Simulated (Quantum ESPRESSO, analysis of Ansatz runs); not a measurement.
# In2O3 (R-3c), nudged elastic band: V_O hop (2.8 Å) (q = +2) (Quantum ESPRESSO), part 2 of 3

Aim: the barrier of one jump in In2O3 (R-3c) at charge +2: V_O hop (2.8 Å). The model is a cell of 80 host atoms with 1 O taken out; O is the atom that moves.

Quantum ESPRESSO 7.5; Quantum ESPRESSO plane-wave DFT, PBEsol, GBRV 1.5 PBEsol potentials; nudged elastic band between two relaxed defect structures at fixed charge in a uniform background.

So far: The starting structure; Relaxation of the start point, charge +2.

### Step 3. Relaxation of the end point, charge +2

Level of this step: Quantum ESPRESSO plane-wave DFT, PBEsol, GBRV 1.5 PBEsol potentials; relaxation of all atoms of a defect supercell at fixed charge in a uniform background (Quantum ESPRESSO).

The end point is relaxed in the same cell and settings, so that the two energies compare. Atoms more than 3.2 Å from the middle of the hop start where the first relaxation left them, the nearer ones on or close to their ideal places, with small random displacements.

Input file pw.in:

```
&CONTROL
  calculation = 'relax'
  prefix = 'pwscf'
  outdir = './tmp'
  pseudo_dir = './pseudo'
  tprnfor = .true.
  disk_io = 'low'
  nstep = 70
  forc_conv_thr = 0.00078
  etot_conv_thr = 0.0001
/
&SYSTEM
  ibrav = 0
  nat = 79
  ntyp = 2
  ecutwfc = 36
  ecutrho = 288
  nbnd = 352
  occupations = 'fixed'
  tot_charge = 2
  nosym = .true.
/
&ELECTRONS
  conv_thr = 8d-08
  electron_maxstep = 100
  mixing_beta = 0.5
/
&IONS
  ion_dynamics = 'bfgs'
/
ATOMIC_SPECIES
In   114.8180 in_pbesol_v1.4.uspp.F.UPF
O     15.9990 o_pbesol_v1.2.uspp.F.UPF
CELL_PARAMETERS angstrom
   5.4978745703    3.1741994431    9.6511633505
  -5.4978745703    3.1741994431    9.6511633505
   0.0000000000   -6.3483986861    9.6511633503
ATOMIC_POSITIONS crystal
In     0.3193977628    0.3217049681    0.3262952126
In     0.4304864992    0.4303279369    0.4274976345
[... 3 atom lines left out ...]
O      0.3754686887    0.2261214360    0.0227259346
[... 4 atom lines left out ...]
In     0.3213675635    0.3201850921    0.8219662763
In     0.4287493000    0.4287554605    0.9297128150
[... 5 atom lines left out ...]
O      0.4795044519    0.1306826616    0.7717591644
O      0.2740754230    0.4767246411    0.6246616913
[... 4 atom lines left out ...]
In     0.0705504424    0.5712912128    0.0706040901
[... 8 atom lines left out ...]
In     0.1783588352    0.6780169624    0.6793449224
[... 2 atom lines left out ...]
O      0.3757158540    0.7260017506    0.5229826381
O      0.5228999468    0.3758794387    0.7269849295
O      0.4770700600    0.6239566792    0.7734171543
[... 20 atom lines left out ...]
O      0.6235670347    0.2770113337    0.9656599271
[... 13 atom lines left out ...]
In     0.5702641518    0.5720730017    0.5713158323
[... 5 atom lines left out ...]
O      0.6246517411    0.7740814366    0.9750664123
K_POINTS gamma
```

On the command line:

```
OMP_NUM_THREADS=1 mpirun -n 4 pw.x -in pw.in > pw.out
```

The program printed:

```text
[shortened: banners, details of potentials and solvers, and blank lines are left out]
[banner, memory and clock lines left out]
     gamma-point specific algorithms are used
     one sub-group per band group will be used
     bravais-lattice index     =            0
     lattice parameter (alat)  =      21.8300  a.u.
     unit-cell volume          =    6819.5630 (a.u.)^3
     number of atoms/cell      =           79
     number of atomic types    =            2
     number of electrons       =       696.00
     number of Kohn-Sham states=          352
     kinetic-energy cutoff     =      36.0000  Ry
     charge density cutoff     =     288.0000  Ry
     scf convergence threshold =      8.0E-08
     mixing beta               =       0.5000
     number of iterations used =            8  plain     mixing
     energy convergence thresh.=      1.0E-04
     force convergence thresh. =      7.8E-04
     Exchange-correlation= SLA  PW   PSX  PSC
                           (   1   4  10   8   0   0   0)
     nstep                     =           70
     crystal axes: (cart. coord. in units of alat)
               a(1) = (   0.475927   0.274777   0.835459 )
               a(2) = (  -0.475927   0.274777   0.835459 )
               a(3) = (   0.000000  -0.549553   0.835459 )
     PseudoPot. # 1 for In read from file:
     in_pbesol_v1.4.uspp.F.UPF
     Pseudo is Ultrasoft + core correction, Zval = 13.0
[...]
PseudoPot. # 2 for O  read from file:
     o_pbesol_v1.2.uspp.F.UPF
     Pseudo is Ultrasoft + core correction, Zval =  6.0
[...]
atomic species   valence    mass     pseudopotential
     In               13.00   114.81800     In( 1.00)
     O                 6.00    15.99900     O ( 1.00)
     No symmetry found
     site n.     atom                  positions (alat units)
         1        In     tau(   1) = (  -0.0010981  -0.0031565   0.8082212  )
         2        In     tau(   2) = (   0.0000755   0.0015990   1.0763317  )
         3        In     tau(   3) = (   0.0001238  -0.0007631   0.4499559  )
         4        In     tau(   4) = (  -0.0011680  -0.0017421   0.1779839  )
         5        O      tau(   5) = (  -0.1681597  -0.0157169   0.5222332  )
         6        O      tau(   6) = (   0.0710784   0.1528137   0.5215904  )
         7        O      tau(   7) = (   0.0961031  -0.1362384   0.5229630  )
         8        O      tau(   8) = (   0.1637555   0.0197761   0.7305326  )
[...]
number of k points=     1
                       cart. coord. in units 2pi/alat
        k(    1) = (   0.0000000   0.0000000   0.0000000), wk =   2.0000000
     Dense  grid:   281435 G-vectors     FFT dimensions: ( 120, 120, 120)
     Smooth grid:    99485 G-vectors     FFT dimensions: (  90,  90,  90)
     starting charge     649.9999, renormalised to     696.0000
     Self-consistent Calculation
     iteration #  1     ecut=    36.00 Ry     beta= 0.50
     total energy              =   -5768.85378235 Ry
     estimated scf accuracy    <      38.17856779 Ry
     iteration #  2     ecut=    36.00 Ry     beta= 0.50
     total energy              =   -5779.09401945 Ry
     estimated scf accuracy    <       5.87864535 Ry
     iteration #  3     ecut=    36.00 Ry     beta= 0.50
     total energy              =   -5780.16698722 Ry
     estimated scf accuracy    <       1.11692608 Ry
[...]
estimated scf accuracy    <       0.00011532 Ry
[... 140 further cycles ...]
     iteration #  5     ecut=    36.00 Ry     beta= 0.50
     total energy              =   -5780.50338060 Ry
     estimated scf accuracy    <       0.00000003 Ry
     iteration #  6     ecut=    36.00 Ry     beta= 0.50
     total energy              =   -5780.50338061 Ry
     estimated scf accuracy    <          4.2E-09 Ry
     iteration #  7     ecut=    36.00 Ry     beta= 0.50
     End of self-consistent calculation
          k = 0.0000 0.0000 0.0000 ( 12405 PWs)   bands (ev):
    -8.7976  -8.4233  -8.3666  -8.3442  -8.3300  -8.3094  -8.2512  -8.2103
    -8.2075  -8.1975  -8.1928  -8.1547  -8.0877  -8.0719  -8.0693  -8.0516
    -7.9376  -7.9307  -7.9006  -7.8826  -7.8611  -7.8580  -7.8356  -7.8149
    -7.7983  -7.7944  -7.7904  -7.7831  -7.7714  -7.7664  -7.7520  -7.7443
    -7.7242  -7.7182  -7.7145  -7.7038  -7.6914  -7.6885  -7.6765  -7.6739
    -7.6723  -7.6281  -7.6264  -7.5940  -7.5549  -7.5177  -7.5126  -3.7103
    -3.7065  -3.6537  -3.6372  -3.6258  -3.6215  -3.6161  -3.6013  -3.5927
    -3.5608  -3.5461  -3.5325  -3.5122  -3.5110  -3.4924  -3.4800  -3.4721
[...]
highest occupied, lowest unoccupied level (ev):     8.8002    9.7113
!    total energy              =   -5780.50338061 Ry
     estimated scf accuracy    <          4.8E-10 Ry
     The total energy is the sum of the following terms:
     one-electron contribution =   -1447.31517800 Ry
     hartree contribution      =    1325.24394948 Ry
     xc contribution           =   -1539.27141802 Ry
     ewald contribution        =   -4119.16073406 Ry
     convergence has been achieved in   7 iterations
     Forces acting on atoms (cartesian axes, Ry/au):
     atom    1 type  1   force =     0.00020456   -0.00013420    0.00011258
     atom    2 type  1   force =     0.00034815    0.00013638    0.00004212
     atom    3 type  1   force =    -0.00023332    0.00009206    0.00023348
     atom    4 type  1   force =    -0.00027943   -0.00002320    0.00006273
     atom    5 type  2   force =     0.00014489   -0.00055680    0.00024214
     atom    6 type  2   force =     0.00022402    0.00020932    0.00007598
     atom    7 type  2   force =     0.00000415   -0.00032887    0.00013976
     atom    8 type  2   force =     0.00009701   -0.00014276    0.00009440
[...]
Total force =     0.004149     Total SCF correction =     0.000070
     Energy error            =      3.8E-05 Ry
     Gradient error          =      8.2E-04 Ry/Bohr
     number of scf cycles    =  18
     number of bfgs steps    =  17
     energy             old  =   -5780.5033426787 Ry
     energy             new  =   -5780.5033806067 Ry
     CASE: energy            _new < energy            _old
     new trust radius        =       0.0034006772 bohr
     new conv_thr            =       0.0000000008 Ry
ATOMIC_POSITIONS (crystal)
In               0.3206757205        0.3217129640        0.3208792719
In               0.4285404296        0.4294596767        0.4285879779
In               0.1780608785        0.1823712420        0.1780819432
In               0.0723968044        0.0729108215        0.0701173903
O                0.0221555267        0.3775691519        0.2272859603
O                0.3712793962        0.2386844596        0.0171698427
O                0.2267038821        0.0237221733        0.3732326133
O                0.4753294002        0.1269818768        0.2702704004
[...]
Self-consistent Calculation
     iteration #  1     ecut=    36.00 Ry     beta= 0.50
     total energy              =   -5780.50340467 Ry
     estimated scf accuracy    <       0.00001604 Ry
     iteration #  2     ecut=    36.00 Ry     beta= 0.50
     total energy              =   -5780.50340677 Ry
     estimated scf accuracy    <       0.00000450 Ry
     iteration #  3     ecut=    36.00 Ry     beta= 0.50
     total energy              =   -5780.50340772 Ry
     estimated scf accuracy    <       0.00000080 Ry
[...]
estimated scf accuracy    <       0.00000009 Ry
     iteration #  5     ecut=    36.00 Ry     beta= 0.50
     total energy              =   -5780.50340784 Ry
     estimated scf accuracy    <       0.00000002 Ry
     iteration #  6     ecut=    36.00 Ry     beta= 0.50
     total energy              =   -5780.50340784 Ry
     estimated scf accuracy    <          2.9E-09 Ry
     iteration #  7     ecut=    36.00 Ry     beta= 0.50
     End of self-consistent calculation
          k = 0.0000 0.0000 0.0000 ( 12405 PWs)   bands (ev):
    -8.7976  -8.4238  -8.3664  -8.3454  -8.3306  -8.3095  -8.2493  -8.2102
    -8.2073  -8.1981  -8.1926  -8.1551  -8.0872  -8.0727  -8.0693  -8.0517
    -7.9377  -7.9303  -7.9011  -7.8817  -7.8602  -7.8584  -7.8345  -7.8158
    -7.7980  -7.7939  -7.7891  -7.7828  -7.7707  -7.7664  -7.7518  -7.7455
    -7.7243  -7.7179  -7.7150  -7.7040  -7.6923  -7.6889  -7.6769  -7.6746
    -7.6728  -7.6287  -7.6267  -7.5949  -7.5551  -7.5181  -7.5132  -3.7089
    -3.7051  -3.6523  -3.6359  -3.6245  -3.6202  -3.6151  -3.6005  -3.5917
    -3.5595  -3.5456  -3.5313  -3.5114  -3.5105  -3.4920  -3.4794  -3.4716
[...]
highest occupied, lowest unoccupied level (ev):     8.7997    9.7121
!    total energy              =   -5780.50340784 Ry
     estimated scf accuracy    <          3.0E-10 Ry
     The total energy is the sum of the following terms:
     one-electron contribution =   -1447.43167616 Ry
     hartree contribution      =    1325.30270208 Ry
     xc contribution           =   -1539.27224545 Ry
     ewald contribution        =   -4119.10218831 Ry
     convergence has been achieved in   7 iterations
     Forces acting on atoms (cartesian axes, Ry/au):
     atom    1 type  1   force =     0.00016892   -0.00020236    0.00015593
     atom    2 type  1   force =     0.00003855    0.00017487   -0.00009620
     atom    3 type  1   force =    -0.00039945    0.00022351    0.00044540
     atom    4 type  1   force =    -0.00034170   -0.00000266    0.00012442
     atom    5 type  2   force =     0.00021785   -0.00043072    0.00021120
     atom    6 type  2   force =     0.00011107    0.00019244   -0.00006377
     atom    7 type  2   force =    -0.00001992   -0.00029115    0.00000403
     atom    8 type  2   force =     0.00011174   -0.00001153    0.00014001
[...]
Total force =     0.003675     Total SCF correction =     0.000054
     Energy error            =      2.7E-05 Ry
     Gradient error          =      6.8E-04 Ry/Bohr
     bfgs converged in  19 scf cycles and  18 bfgs steps
     (criteria: energy <  1.0E-04 Ry, force <  7.8E-04 Ry/Bohr)
     End of BFGS Geometry Optimization
     Final energy             =   -5780.5034078413 Ry
Begin final coordinates
ATOMIC_POSITIONS (crystal)
In               0.3206757205        0.3217129640        0.3208792719
In               0.4285404296        0.4294596767        0.4285879779
In               0.1780608785        0.1823712420        0.1780819432
In               0.0723968044        0.0729108215        0.0701173903
O                0.0221555267        0.3775691519        0.2272859603
O                0.3712793962        0.2386844596        0.0171698427
O                0.2267038821        0.0237221733        0.3732326133
O                0.4753294002        0.1269818768        0.2702704004
[...]
End final coordinates
```

Elapsed: 24 min, on 4 MPI ranks of Arm Neoverse V1, shared host; peak memory 1.9 GiB; 1.6 h of CPU time.

Step by step:

```
step  energy less that of the first step (eV)
   0                                   0.0000
   1                                  -0.7307
   2                                  -1.1850
   3                                  -1.5292
   4                                  -1.6317
   5                                  -1.7234
   6                                  -1.7630
   7                                  -1.7946
   8                                  -1.8196
   9                                  -1.8397
  10                                  -1.8523
  11                                  -1.8595
  12                                  -1.8639
  13                                  -1.8669
  14                                  -1.8690
  15                                  -1.8704
  16                                  -1.8712
  17                                  -1.8717
  18                                  -1.8721
```

The atoms that moved most (Å):

```
atom      dx      dy      dz  length
In24  -0.114  -0.175   0.151   0.258
In33  -0.122   0.184  -0.133   0.258
In53  -0.194  -0.014   0.146   0.243
 O59   0.118  -0.073   0.096   0.169
In11   0.117   0.022  -0.109   0.162
In12   0.125  -0.002   0.101   0.161
 O20  -0.001   0.133   0.091   0.161
 O69   0.086  -0.069  -0.108   0.154
```

Neighbours of O37 at the end:

```
atom  distance (Å)
In73         2.142
In53         2.203
In11         2.205
In12         2.249
  O6         2.698
 O38         2.855
 O18         2.973
 O19         2.989
```

Read from the output:

* highest filled level: 8.800 eV
* lowest empty level: 9.712 eV
* r.m.s. move of the farther half of the atoms: 0.03736 Å
* largest move from the ideal geometry of this structure, a common shift of the far atoms taken out: 0.2559 Å

The relaxation gained 1.872 eV and ended with a largest force component of 0.017 eV/Å. The end lies within 1 meV of the start.

(Continued in part 3 of 3.)

[Logs are printed without paths, hosts, clocks, repeated set-up lines and the standing remarks that a program may print on its own settings, such as how far it seeks lower states.]

[Hosts, paths, dates, database ids (printed as entryN), source tags and the programs' standing remarks are cut or masked in the printed files.]
